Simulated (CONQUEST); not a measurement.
The system is BaTiO3.

```
CELL_PARAMETERS angstrom
3.99980 0.00000 0.00000
0.00000 3.99980 0.00000
0.00000 0.00000 4.01800
ATOMIC_POSITIONS crystal
Ba 0.00000 0.00000 0.00000
Ti 0.50000 0.50000 0.51000
O 0.50000 0.00000 0.48300
O 0.00000 0.50000 0.48300
O 0.50000 0.50000 0.98100
```

* Program: CONQUEST 1.3
* Task: single point
* Functional: PBE
* Potentials or basis: PseudoDojo NC PBE, SZ, grid cutoff 150 Ha
* k mesh: 7 × 7 × 7
* Occupations: fermi-dirac, width 0.05 eV
* Spin: no spin polarisation

On this cell: pressure 9.7 GPa; largest force 0.516 eV/Å; band gap on the k mesh 1.50 eV, indirect (least direct gap 1.59 eV).

The same run follows on a disturbed copy (atoms moved at random, drawn with an rms of 0.05 Å):

```
Ba Ti O
1.0
     3.99980    0.00000    0.00000
     0.00000    3.99980    0.00000
     0.00000    0.00000    4.01800
Ba Ti O
1 1 3
Cartesian
  0.0615 3.9602 0.0156
  2.0013 1.9874 2.0356
  2.0017 3.9850 1.9586
  0.0018 2.0536 1.9221
  1.9721 2.0258 3.9190
```

Problem. What changes?

Solution. The energy moves by +15.5 meV/atom; pressure 10.5 GPa; largest force 1.121 eV/Å; band gap on the k mesh 1.52 eV, indirect (least direct gap 1.61 eV).

Forces in eV/Å, atoms in the order of the input:
```
Ba  -0.760  0.600 -0.565
Ti   0.234  0.011  0.447
O    0.167  0.570  0.005
O   -0.064 -0.680  0.354
O    0.438 -0.491 -0.265
```

Stress tensor (GPa, compression positive):
```
 9.41 -0.36  0.26
-0.36 10.29 -0.78
 0.26 -0.78 11.79
```

Caveats: the atomic basis is small; spin-orbit coupling is left out, which moves the levels of the heavy elements; an odd mesh through Γ misses points on the zone boundary, where band edges often lie; the basis of atomic orbitals isn't converged, which shifts pressures, moduli and gaps.
